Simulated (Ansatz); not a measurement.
**Step by step: BeSe, relaxation of cell and atoms**

The calculation used DFT, PBE, all-electron LAPW, scalar-relativistic (Ansatz 0.2.0).

Command: `ansatz run input.yaml --threads 1 --pin off --max-ram 2048MiB --backend cpu --events-out ev --progress --plain --runs-dir out` The run took about 19 s on 1 thread of a shared machine.

```yaml
crystal:
  lattice:
    - [0.0, 2.5093921886, 2.5093921886]
    - [2.5093921886, 0.0, 2.5093921886]
    - [2.5093921886, 2.5093921886, 0.0]
  atoms:
    - { symbol: Be, position: [0.0, 0.0, 0.0] }
    - { symbol: Se, position: [0.25, 0.25, 0.25] }
kpoints:
  mp_grid: { grid: [8, 8, 8] }
scf:
  occupations: { method: fermi_dirac, width: 0.02 }
hamiltonian:
  xc: pbe
  pseudopotentials: { kind: all_electron, lapw: { basis_error: 0.001 } }
output:
  forces: true
  stress: true
relax:
  f_tol: 0.005
  max_steps: 80
  cell: {}
```

The cell comes from COD entry 9008837, which wasn't checked; take it as a given geometry. It differs from other determinations. The listed cell was then made from it by scaling, straining or moving an atom.

Each frame lists the cell vectors (Å), then Cartesian positions (Å); symmetry keeps all forces zero. Free energies count from the first step, -66529.0968 eV.

The walk took 5 evaluations in all; steps that aren't listed are left out.

Step 1: E = 0.0 meV, P = 8.42 GPa

```
cell 0.0000 2.5094 2.5094 2.5094 0.0000 2.5094 2.5094 2.5094 0.0000
Be    0.0000    0.0000    0.0000
Se    1.2547    1.2547    1.2547
```

Step 2:

```
cell 0.0000 2.5671 2.5671 2.5671 0.0000 2.5671 2.5671 2.5671 0.0000
Be    0.0000    0.0000    0.0000
Se    1.2835    1.2835    1.2835
```

**Question.** Give the energy, pressure of step 2.

**Answer.** E = -70.1 meV, P = 2.00 GPa
```
Be    0.0000    0.0000    0.0000
Se    1.2835    1.2835    1.2835
```

**Question.** How does the relaxation end?

**Answer.** It converges, with a = 5.178 Å, b = 5.178 Å, c = 5.178 Å, α = 90.00°, β = 90.00°, γ = 90.00° (conventional cell, space group F-43m). The last solve (on a basis chosen afresh for the final cell, so its energy is not quite comparable) gives E = -75.5 meV, P = 0.01 GPa:
```
cell 0.0000 2.5888 2.5888 2.5888 0.0000 2.5888 2.5888 2.5888 0.0000
Be    0.0000    0.0000    0.0000
Se    1.2944    1.2944    1.2944
```
